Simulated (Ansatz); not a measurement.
# Co/graphene/Cu: predicting the conductance of a thicker barrier

Set-up. Ansatz 0.2.0, plane waves with PAW datasets, PBE. Interfaces are relaxed in a short slab (with D3(BJ) where the barrier is layered), set between ideal electrode layers that go on as semi-infinite leads, and the zero-bias conductance G at 300 K comes from T(E) on a typed mesh. The error is the largest of the program's estimates from energy step, mesh, the leads' potential steps and neutrality; its separate bound for narrow resonances between the energies solved isn't counted and can be far larger. The lower electrode is Co (hcp 0001), the upper Cu (fcc 111) and the barrier graphene (sheets), on a net of side 2.46 Å; d is the distance between the electrodes' last planes. The runs are spin-polarised, with magnetic electrodes parallel.

Runs in hand:

```
planes in the barrier  d (Å)  G (S/m²)  error (%)  lead step (meV)
                    1   6.11   8.84e13         18               19
                    3  12.82   1.41e11         17               20
```

Task: A further run has 5 planes, d = 19.53 Å. Fit G ∝ exp(−βd) to the rows shown and predict its conductance.

**Worked fit.** Through two points, β = ln(8.84e13 / 1.41e11) / (12.82 − 6.11) = 6.44 / 6.71 = 0.960 Å⁻¹. From the last point shown, G = 1.41e11 × exp(−0.960 × 6.71) = 2.26e8 S/m².

What the calculation gave: The run gave 1.78e8 S/m², with an error estimate of 19 % and a lead step of 20 meV. The prediction is 1.27 times that, too high by 27 %. That lies within the runs' own error estimates, carried through the fit.

**Limits.** The interfaces are ideal, one cell wide, strained to a common net and relaxed from one registry with their symmetry kept. PBE's gaps are too small, so true decay constants are likely larger where the Fermi level lies deep in a gap. No spin-orbit coupling, phonons, disorder or image charges enter. The rows shown are chosen by tests on error estimates (under 100 to 120 %), lead steps (under 150 meV, though the program warns over 25), intact interfaces and, for fits, a steady trend in the rows shown; the data set holds 414 series of this kind, and not all pass.

[Logs are printed without paths, hosts, clocks, repeated set-up lines and the standing remarks that a program may print on its own settings, such as how far it seeks lower states.]
